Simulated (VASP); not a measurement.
# GaP (F-43m) in VASP: notebook

Runs on GaP. Level: HSE06. Tasks: single point.

Everything below comes from runs of VASP 6.6.1. Logs are shortened: lines on timing, memory, paths and dates and some standing lists are left out, and cuts for length are marked.

### 1 The crystal as given

The structure is cubic, space group F-43m (No. 216). Conventional cell: a = 5.451 Å, b = 5.451 Å, c = 5.451 Å, α = 90.00°, β = 90.00°, γ = 90.00°. Ga (site symmetry -43m) is surrounded by 4 P at 2.36 Å. P (site symmetry -43m) has 4 Ga at 2.36 Å as nearest neighbours.

### 2 Single point, HSE06

POSCAR

```
GaP
1.0
    0.0000000000      2.7252500000      2.7252500000
    2.7252500000      0.0000000000      2.7252500000
    2.7252500000      2.7252500000      0.0000000000
Ga P
1 1
Direct
    0.0000000000      0.0000000000      0.0000000000
    0.7500000000      0.7500000000      0.7500000000
```

INCAR.step1

```
SYSTEM = GaP
ALGO = Normal ; EDIFF = 1E-5
ENCUT = 250 ; GGA = PE
ISIF = 2 ; ISMEAR = 0
LASPH = .True. ; LCHARG = .False.
LREAL = .False. ; LWAVE = .True.
NBANDS = 17 ; NELM = 100
NKRED = 1 ; PREC = Accurate
SIGMA = 0.01
```

INCAR.step2

```
SYSTEM = GaP
ALGO = Normal ; EDIFF = 1E-6
ENCUT = 250 ; GGA = PE
HFSCREEN = 0.2 ; ISIF = 2
ISMEAR = 0 ; ISTART = 1
LASPH = .True. ; LCHARG = .False.
LHFCALC = .True. ; LREAL = .False.
LWAVE = .False. ; NBANDS = 17
NELM = 100 ; NKRED = 1
PREC = Accurate ; PRECFOCK = Fast
SIGMA = 0.01
```

KPOINTS

```
k-points
0
Gamma
  4 4 4
  0 0 0
```

Potentials or basis: VASP PAW PBE potentials, release 64 (Ga_d, P).

Started as:

```bash
> cat potpaw_PBE.64/Ga_d/POTCAR potpaw_PBE.64/P/POTCAR > POTCAR
> cp INCAR.step1 INCAR
> mpirun -np 1 vasp_std > vasp.out
> cp INCAR.step2 INCAR
> mpirun -np 1 vasp_std > vasp.out
```

OUTCAR:

```text
SYSTEM = GaP
   EDIFF = 1E-6
   ENCUT = 250
   GGA = PE
   HFSCREEN = 0.2
   ISIF = 2
   ISMEAR = 0
   ISTART = 1
   LASPH = .True.
   LHFCALC = .True.
   LREAL = .False.
   NELM = 100
   NKRED = 1
   PREC = Accurate
   PRECFOCK = Fast

 Found      8 irreducible k-points:

 Following reciprocal coordinates:
            Coordinates               Weight
  0.000000  0.000000  0.000000      1.000000
  0.250000  0.000000  0.000000      8.000000
  0.500000  0.000000  0.000000      4.000000
  0.250000  0.250000  0.000000      6.000000
  0.500000  0.250000  0.000000     24.000000
 -0.250000  0.250000  0.000000     12.000000
   k-points           NKPTS =      8   k-points in BZ     NKDIM =     64   number of bands    NBANDS=     17
   number of dos      NEDOS =    301   number of ions     NIONS =      2
   total plane-waves  NPLWV =   8000
   dimension x,y,z NGX =    20 NGY =   20 NGZ =   20
   dimension x,y,z NGXF=    40 NGYF=   40 NGZF=   40
   ions per type =               1   1
   NGX,Y,Z   is equivalent  to a cutoff of   8.63,  8.63,  8.63 a.u.
   NGXF,Y,Z  is equivalent  to a cutoff of  17.25, 17.25, 17.25 a.u.
 SYSTEM =  GaP
   PREC   = accura    normal or accurate (medium, high low for compatibility)
   ISTART =      1    job   : 0-new  1-cont  2-samecut
   ICHARG =      0    charge: 1-file 2-atom 10-const
   ISPIN  =      1    spin polarized calculation?
   LNONCOLLINEAR =      F non collinear calculations
   LSORBIT =      F    spin-orbit coupling
   LASPH  =      T    aspherical Exc in radial PAW
   ENCUT  =  250.0 eV  18.37 Ry    4.29 a.u.   4.97  4.97  4.97*2*pi/ulx,y,z
   NELM   =    100;   NELMIN=  2; NELMDL=  0     # of ELM steps
   EDIFF  = 0.1E-05   stopping-criterion for ELM
   LREAL  =      F    real-space projection
   EDIFFG = 0.1E-04   stopping-criterion for IOM
   NSW    =      0    number of steps for IOM
   IBRION =     -1    ionic relax: 0-MD 1-quasi-New 2-CG
   NFREE  =      0    steps in history (QN), initial steepest desc. (CG)
   ISIF   =      2    stress and relaxation
   ISYM   =      3    0-nonsym 1-usesym 2-fastsym
   POTIM  = 0.5000    time-step for ionic-motion
   TEBEG  =    0.0;   TEEND  =   0.0 temperature during run
   PSTRESS=    0.0 pullay stress
   NELECT =      18.0000    total number of electrons
   NUPDOWN=      -1.0000    fix difference up-down
   EMIN   =  10.00;   EMAX   =-10.00  energy-range for DOS
   EFERMI =   0.00;   METHOD = LEGACY
   ISMEAR =     0;   SIGMA  =   0.01  broadening in eV -4-tet -1-fermi 0-gaus
   EFERMI_NEDOS =   21; number of points for ismear=-14 and -15
   IALGO  =     38    algorithm
   IMIX   =      1    mixing-type and parameters
     AMIX     =   0.40;   BMIX     =  1.00
     AMIX_MAG =   1.60;   BMIX_MAG =  1.00
  volume/ion in A,a.u.               =      20.24       136.59
  Fermi-wavevector in a.u.,A,eV,Ry     =   1.249538  2.361284 21.243377  1.561344
  Thomas-Fermi vector in A             =   2.383574
   LORBIT       =      0    0 simple, 1 ext, 2 COOP (PROOUT), +10 PAW based schemes
   GGA     = PE    functional components
   LHFCALC =     T    Hartree Fock is set to
   PRECFOCK=fast      Normal, Fast or Accurate (Low or Medium for compatibility)
   ENCUT4O =  -1.0   cutoff for four orbital integrals eV
   NKREDX  =     1    reduce k-point grid by
   NKREDY  =     1    reduce k-point grid by
   NKREDZ  =     1    reduce k-point grid by
   AEXX    =    0.2500 exact exchange contribution
   HFSCREEN=    0.2000 screening length (either q_TF or 0.3 A-1)
   HFSCREENC=   0.2000 screening length for correlation (either q_TF or 0.3 A-1)
   ENCUTFOCK=  -1.0 apply spherical cutoff to Coloumb kernel
   IVDW    =     0    specifies the selected vdW correction
   LEPSILON=     F    determine dielectric tensor
   LRPA    =     F    only Hartree local field effects (RPA)
 non-spin polarized calculation
 Gauss-broadening in eV      SIGMA  =   0.01
  energy-cutoff  :      250.00
  volume of cell :       40.48
 maximum number of plane-waves:       380
  NGX = 12; NGY = 12; NGZ = 12

 number of electron      18.0000070 magnetization

 Free energy of the ion-electron system (eV)
  ---------------------------------------------------
  ext. energy  EPLUGINS =         0.00000000
  ---------------------------------------------------
  free energy    TOTEN  =       -10.66836094 eV

  energy without entropy =      -10.66836094  energy(sigma->0) =      -10.66836094

 E-fermi :   4.3002     XC(G=0):  -8.1274

 val. band max:        4.2190156799   @ k =   0.0000   0.0000   0.0000
 cond. band min:       6.5505993257   @ k =   0.5000   0.5000   0.0000
 fundamental gap:      2.3315836458
 Fermi energy:         4.3002289512

 k-point     1 :       0.0000    0.0000    0.0000
  band No.  band energies     occupation
      1     -12.9156      2.00000
      2     -12.9155      2.00000
      3     -12.9154      2.00000
      4     -12.8116      2.00000
      5     -12.8116      2.00000
      6      -9.5493      2.00000
[... 9 lines left out ...]
     16      15.1962      0.00000
     17      17.7966      0.00000

 k-point     2 :       0.2500    0.0000    0.0000
  band No.  band energies     occupation
      1     -12.9435      2.00000
      2     -12.9031      2.00000
      3     -12.9029      2.00000
      4     -12.8192      2.00000
      5     -12.8192      2.00000
      6      -8.7159      2.00000
[... 9 lines left out ...]
     16      15.1944      0.00000
     17      18.5734      0.00000

 k-point     3 :       0.5000    0.0000    0.0000
  band No.  band energies     occupation
      1     -12.9743      2.00000
      2     -12.8934      2.00000
      3     -12.8932      2.00000
      4     -12.8151      2.00000
      5     -12.8150      2.00000
      6      -7.3218      2.00000
[... 9 lines left out ...]
     16      17.2867      0.00000
     17      19.1758      0.00000

 k-point     4 :       0.2500    0.2500    0.0000
  band No.  band energies     occupation
      1     -12.9625      2.00000
      2     -12.8887      2.00000
      3     -12.8886      2.00000
      4     -12.8276      2.00000
      5     -12.8053      2.00000
      6      -8.4299      2.00000
[... 9 lines left out ...]
     16      18.2084      0.00000
     17      20.0848      0.00000

 k-point     5 :       0.5000    0.2500    0.0000
  band No.  band energies     occupation
      1     -12.9841      2.00000
      2     -12.8813      2.00000
      3     -12.8763      2.00000
      4     -12.8312      2.00000
      5     -12.8076      2.00000
      6      -6.9661      2.00000
[... 9 lines left out ...]
     16      18.9407      0.00000
     17      19.1735      0.00000

 k-point     6 :      -0.2500    0.2500    0.0000
  band No.  band energies     occupation
      1     -12.9671      2.00000
      2     -12.8911      2.00000
      3     -12.8878      2.00000
      4     -12.8210      2.00000
      5     -12.8142      2.00000
      6      -7.5185      2.00000
[... 9 lines left out ...]
     16      18.9934      0.00000
     17      19.1380      0.00000

 [... further k-points ...]
[... 5 lines left out ...]
  --------------------------------------------------------------------------------------
  -------------------------------------------------------------------------------------
  Total       -0.7670235     -0.7670235     -0.7670235      0.0000000      0.0000000      0.0000000
  in kB      -30.3577947    -30.3577947    -30.3577947      0.0000000      0.0000000      0.0000000
  external PRESSURE =     -30.3577947 kB  Pullay stress =       0.0000000 kB

 VOLUME and BASIS-vectors are now :
 -----------------------------------------------------------------------------
  energy-cutoff  :      250.00
  volume of cell :       40.48
      direct lattice vectors                 reciprocal lattice vectors
     0.000000000  2.725250000  2.725250000    -0.183469406  0.183469406  0.183469406
     2.725250000  0.000000000  2.725250000     0.183469406 -0.183469406  0.183469406
     2.725250000  2.725250000  0.000000000     0.183469406  0.183469406 -0.183469406

 POSITION                                       TOTAL-FORCE (eV/Angst)
 -----------------------------------------------------------------------------------
      0.00000      0.00000      0.00000        -0.000000     -0.000000     -0.000000
      4.08788      4.08788      4.08788         0.000000      0.000000      0.000000
 -----------------------------------------------------------------------------------
    total drift:                               -0.000016     -0.000062     -0.000026

  FREE ENERGIE OF THE ION-ELECTRON SYSTEM (eV)
  ---------------------------------------------------
  free  energy   TOTEN  =       -10.6683609387 eV

  energy  without entropy=      -10.6683609387  energy(sigma->0) =      -10.66836094
```

It took 76 s on 1 thread of Intel Xeon Platinum 8259CL at 2.50GHz (Skylake/Cascade Lake), shared host; peak memory 0.22 GiB.

The run converged, but a check on its numbers failed (symmetry, net force, bounds or a known fault of this set-up), so they aren't taken as properties of the crystal.

Caveat: the k mesh is coarse (spacing up to 0.50 Å⁻¹), so the values aren't converged, least of all with exact exchange; the cutoff lies under the usual one of these potentials, so the numbers hold a large basis-set error; the PAW data sets were made with another functional, which shifts forces and pressure a little.

### 3 Single point, HSE06

POSCAR is that of step 2.

INCAR.step1, as its differences from that of step 2:

```diff
@@ -2,3 +2,3 @@
 ALGO = Normal ; EDIFF = 1E-5
-ENCUT = 250 ; GGA = PE
+ENCUT = 350 ; GGA = PE
 ISIF = 2 ; ISMEAR = 0
```

INCAR.step2, as its differences from that of step 2:

```diff
@@ -2,3 +2,3 @@
 ALGO = Normal ; EDIFF = 1E-6
-ENCUT = 250 ; GGA = PE
+ENCUT = 350 ; GGA = PE
 HFSCREEN = 0.2 ; ISIF = 2
```

KPOINTS

```
k-points
0
Gamma
  3 3 3
  0 0 0
```

Potentials or basis: VASP PAW PBE potentials, release 64 (Ga_d, P).

Started as:

```bash
> cat potpaw_PBE.64/Ga_d/POTCAR potpaw_PBE.64/P/POTCAR > POTCAR
> cp INCAR.step1 INCAR
> mpirun -np 1 vasp_std > vasp.out
> cp INCAR.step2 INCAR
> mpirun -np 1 vasp_std > vasp.out
```

Wall time 36 s (1 thread of Intel Xeon Platinum 8259CL at 2.50GHz (Skylake/Cascade Lake), shared host); peak memory 0.24 GiB.

The run converged, but some of its settings lie outside the range that counts as converged, so its numbers aren't taken as properties of the crystal.

Results:

- Free energy: -10.3660 eV
- Pressure: 1.8 GPa
- Band gap on the k mesh: 2.55 eV, indirect (least direct gap 2.95 eV)

Caveat: the k mesh is coarse (spacing up to 0.67 Å⁻¹), so the values aren't converged, least of all with exact exchange; the cutoff is under 1.25 times the usual one of these potentials, so pressure, stress and relaxed cells hold a basis-set (Pulay) error; the PAW data sets were made with another functional, which shifts forces and pressure a little; an odd mesh through Γ misses points on the zone boundary, where band edges often lie.

### 4 Single point, HSE06

POSCAR is that of step 3.

INCAR.step1, as its differences from that of step 3:

```diff
@@ -2,3 +2,3 @@
 ALGO = Normal ; EDIFF = 1E-5
-ENCUT = 350 ; GGA = PE
+ENCUT = 500 ; GGA = PE
 ISIF = 2 ; ISMEAR = 0
```

INCAR.step2, as its differences from that of step 3:

```diff
@@ -2,3 +2,3 @@
 ALGO = Normal ; EDIFF = 1E-6
-ENCUT = 350 ; GGA = PE
+ENCUT = 500 ; GGA = PE
 HFSCREEN = 0.2 ; ISIF = 2
```

KPOINTS is that of step 3.

Started as:

```bash
> cat potpaw_PBE.64/Ga_d/POTCAR potpaw_PBE.64/P/POTCAR > POTCAR
> cp INCAR.step1 INCAR
> mpirun -np 1 vasp_std > vasp.out
> cp INCAR.step2 INCAR
> mpirun -np 1 vasp_std > vasp.out
```

Wall time 50 s (1 thread of Intel Xeon Platinum 8259CL at 2.50GHz (Skylake/Cascade Lake), shared host); peak memory 0.25 GiB.

These settings aren't checked as converged: the numbers below hold their error.

Results:

| Quantity | Value |
| --- | --- |
| Free energy | -10.3703 eV |
| Pressure | 2.0 GPa |
| Band gap on the k mesh | 2.55 eV, indirect (least direct gap 2.95 eV) |

Caveat: the k mesh is coarse (spacing up to 0.67 Å⁻¹), so the values aren't converged, least of all with exact exchange; the PAW data sets were made with another functional, which shifts forces and pressure a little; an odd mesh through Γ misses points on the zone boundary, where band edges often lie.

### 5 Single point, HSE06

POSCAR is that of step 4.

INCAR.step1

```
SYSTEM = GaP
ALGO = Normal ; EDIFF = 1E-5
ENCUT = 350 ; GGA = PE
ISIF = 2 ; ISMEAR = 0
LASPH = .True. ; LCHARG = .False.
LREAL = .False. ; LWAVE = .True.
NBANDS = 17 ; NELM = 100
NKRED = 2 ; PREC = Accurate
SIGMA = 0.01
```

INCAR.step2

```
SYSTEM = GaP
ALGO = Normal ; EDIFF = 1E-6
ENCUT = 350 ; GGA = PE
HFSCREEN = 0.2 ; ISIF = 2
ISMEAR = 0 ; ISTART = 1
LASPH = .True. ; LCHARG = .False.
LHFCALC = .True. ; LREAL = .False.
LWAVE = .False. ; NBANDS = 17
NELM = 100 ; NKRED = 2
PREC = Accurate ; PRECFOCK = Fast
SIGMA = 0.01
```

KPOINTS

```
k-points
0
Gamma
  4 4 4
  0 0 0
```

Potentials or basis: VASP PAW PBE potentials, release 64 (Ga_d, P).

Started as:

```bash
> cat potpaw_PBE.64/Ga_d/POTCAR potpaw_PBE.64/P/POTCAR > POTCAR
> cp INCAR.step1 INCAR
> mpirun -np 1 vasp_std > vasp.out
> cp INCAR.step2 INCAR
> mpirun -np 1 vasp_std > vasp.out
```

OUTCAR:

```text
SYSTEM = GaP
   EDIFF = 1E-6
   ENCUT = 350
   GGA = PE
   HFSCREEN = 0.2
   ISIF = 2
   ISMEAR = 0
   ISTART = 1
   LASPH = .True.
   LHFCALC = .True.
   LREAL = .False.
   NELM = 100
   NKRED = 2
   PREC = Accurate
   PRECFOCK = Fast

 Found      8 irreducible k-points:

 Following reciprocal coordinates:
            Coordinates               Weight
  0.000000  0.000000  0.000000      1.000000
  0.250000  0.000000  0.000000      8.000000
[... 91 lines left out ...]
      4     -12.7420      2.00000
      5     -12.7420      2.00000
      6      -9.5555      2.00000
[... 97 lines left out ...]
      4     -12.7579      2.00000
      5     -12.7440      2.00000
      6      -7.5347      2.00000
[... 9 lines left out ...]
     16      18.9531      0.00000
     17      19.1135      0.00000

 [... further k-points ...]
[... 5 lines left out ...]
  --------------------------------------------------------------------------------------
  -------------------------------------------------------------------------------------
  Total       -0.0155468     -0.0155468     -0.0155468     -0.0000000     -0.0000000     -0.0000000
  in kB       -0.6153240     -0.6153240     -0.6153240     -0.0000000     -0.0000000     -0.0000000
  external PRESSURE =      -0.6153240 kB  Pullay stress =       0.0000000 kB

 VOLUME and BASIS-vectors are now :
 -----------------------------------------------------------------------------
  energy-cutoff  :      350.00
  volume of cell :       40.48
      direct lattice vectors                 reciprocal lattice vectors
     0.000000000  2.725250000  2.725250000    -0.183469406  0.183469406  0.183469406
     2.725250000  0.000000000  2.725250000     0.183469406 -0.183469406  0.183469406
     2.725250000  2.725250000  0.000000000     0.183469406  0.183469406 -0.183469406

 POSITION                                       TOTAL-FORCE (eV/Angst)
 -----------------------------------------------------------------------------------
      0.00000      0.00000      0.00000         0.000000     -0.000000     -0.000000
      4.08788      4.08788      4.08788        -0.000000      0.000000      0.000000
 -----------------------------------------------------------------------------------
    total drift:                               -0.000067     -0.000065     -0.000044

  FREE ENERGIE OF THE ION-ELECTRON SYSTEM (eV)
  ---------------------------------------------------
  free  energy   TOTEN  =       -10.9556029235 eV

  energy  without entropy=      -10.9556029235  energy(sigma->0) =      -10.95560292
```

It took 34 s on 1 thread of Intel Xeon Platinum 8259CL at 2.50GHz (Skylake/Cascade Lake), shared host; peak memory 0.24 GiB.

The run converged, but some of its settings lie outside the range that counts as converged, so its numbers aren't taken as properties of the crystal.

What came out:

```
Free energy            : -10.9556 eV
Pressure               : -0.1 GPa
Band gap on the k mesh : 2.79 eV, indirect (least direct gap 3.33 eV)
```

Caveat: the k mesh is coarse (spacing up to 0.50 Å⁻¹), so the values aren't converged, least of all with exact exchange; the cutoff is under 1.25 times the usual one of these potentials, so pressure, stress and relaxed cells hold a basis-set (Pulay) error; the PAW data sets were made with another functional, which shifts forces and pressure a little.
